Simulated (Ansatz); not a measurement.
Here is an Ansatz 0.2.0 calculation.

File input.yaml:

```yaml
crystal:
  lattice:
    - [5.21946336, 0.0, 0.0]
    - [0.0, 5.00476369, 0.0]
    - [0.0, 0.0, 5.03268505]
  atoms:
    - { symbol: Hf, position: [0.966994, 0.73252082, 0.74144035] }
    - { symbol: Hf, position: [0.533006, 0.73252082, 0.24144035] }
    - { symbol: Hf, position: [0.466994, 0.26747918, 0.74144035] }
    - { symbol: Hf, position: [0.033006, 0.26747918, 0.24144035] }
    - { symbol: O, position: [0.63212745, 0.9286454, 0.87926726] }
    - { symbol: O, position: [0.86787255, 0.9286454, 0.37926726] }
    - { symbol: O, position: [0.23394852, 0.53988305, 0.49229239] }
    - { symbol: O, position: [0.26605148, 0.53988305, 0.99229239] }
    - { symbol: O, position: [0.76605148, 0.46011695, 0.99229239] }
    - { symbol: O, position: [0.73394852, 0.46011695, 0.49229239] }
    - { symbol: O, position: [0.13212745, 0.0713546, 0.87926726] }
    - { symbol: O, position: [0.36787255, 0.0713546, 0.37926726] }
hamiltonian:
  xc: pbe
  pseudopotentials: { kind: nc }
kpoints:
  mp_grid: { grid: [5, 6, 5] }
scf:
  occupations: { method: fermi_dirac, width: 0.05 }
output:
  forces: true
  stress: true
  eigenvalues: true
```

Potentials or basis: Ansatz NC.

Launch:

```bash
$ ansatz run input.yaml --threads 4 --pin off --max-ram 11264MiB --backend cpu --events-out ev --progress --plain --runs-dir out
```

(1) Estimate the band gap on the k mesh.

(2) What does it give for the largest force?

Answers

(1) 4.48 eV, indirect (least direct gap 4.68 eV).

(2) 0.118 eV/Å.

Caveat: odd divisions of the mesh miss points on the zone boundary, where band edges often lie, so the gap on the mesh can be too wide; spin-orbit coupling is left out, which moves the levels of the heavy elements.
